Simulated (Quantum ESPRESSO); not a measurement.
TaN:

```
Ta N
1.0
     2.93800    0.00000    0.00000
    -1.46900    2.54438    0.00000
     0.00000    0.00000    2.88300
Ta N
1 1
Direct
  0.00000 0.00000 0.50000
  0.66667 0.33333 0.00000
```

Base run:

* Program: Quantum ESPRESSO 7.5
* Functional: PBEsol
* Potentials or basis: GBRV 1.5 PBEsol
* Cutoff: 762 eV
* Density cutoff: 6095 eV
* k mesh: 10 × 10 × 9
* Occupations: fermi-dirac, width 0.05 eV
* Spin: no spin polarisation
* Hubbard terms: Ta d U = 6 eV

Its results: band gap on the k mesh none (metal or under the smearing width); pressure 1.6 GPa.

**Question.** After a change of settings the same cell gave: band gap on the k mesh none (metal or under the smearing width); pressure 0.3 GPa. Which change was it?
A. hubbard terms from Ta d U = 6 eV to none
B. hubbard terms from Ta d U = 6 eV to Ta d U = 5 eV
C. hubbard terms from Ta d U = 6 eV to Ta d U = 4 eV

**Answer.** B.

Caveats: U without spin polarisation on a metal has little footing.

Not every run made on this cell is shown here.
